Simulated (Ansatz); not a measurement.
Here is the system:

BaSnO$_{3}$ (cubic perovskite)

```yaml
crystal:
  lattice:
    - [4.13132, 0.00000, 0.00000]
    - [0.00000, 4.13132, 0.00000]
    - [0.00000, 0.00000, 4.13132]
  atoms:
    - { symbol: Ba, position: [0.00000, 0.00000, 0.00000] }
    - { symbol: Sn, position: [0.50000, 0.50000, 0.50000] }
    - { symbol: O, position: [0.00000, 0.50000, 0.50000] }
    - { symbol: O, position: [0.50000, 0.50000, 0.00000] }
    - { symbol: O, position: [0.50000, 0.00000, 0.50000] }
```

E(V) scan at fixed shape, V₀ the volume above. Symmetry pins the atoms to their sites.

These are r2SCAN (plane waves to 500 eV, PAW, scalar-relativistic; Ansatz, a first-principles code) values and carry that method's errors. k mesh 9×9×9 (Γ-centred), Fermi-Dirac smearing 0.05 eV. Energies are smeared free energies. Stress and pressure are positive under compression. BaSnO3 was relaxed with its symmetry unable to fall. The zero of ΔE is the relaxed starting cell.

The scan covers V/V₀ from 0.940 to 1.060 in 9 points.

**Question.** What is ΔE at V/V₀ = 0.940?

**Answer.** 28.2 meV/atom.

**Question.** What is ΔE at V/V₀ = 1.060?

**Answer.** 22.4 meV/atom.

**Question.** What pressure does the cell carry at V/V₀ = 0.940?

**Answer.** 11.3 GPa.

(Under strain, the slope of the energy per volume gives the stress and its curvature an elastic modulus.)
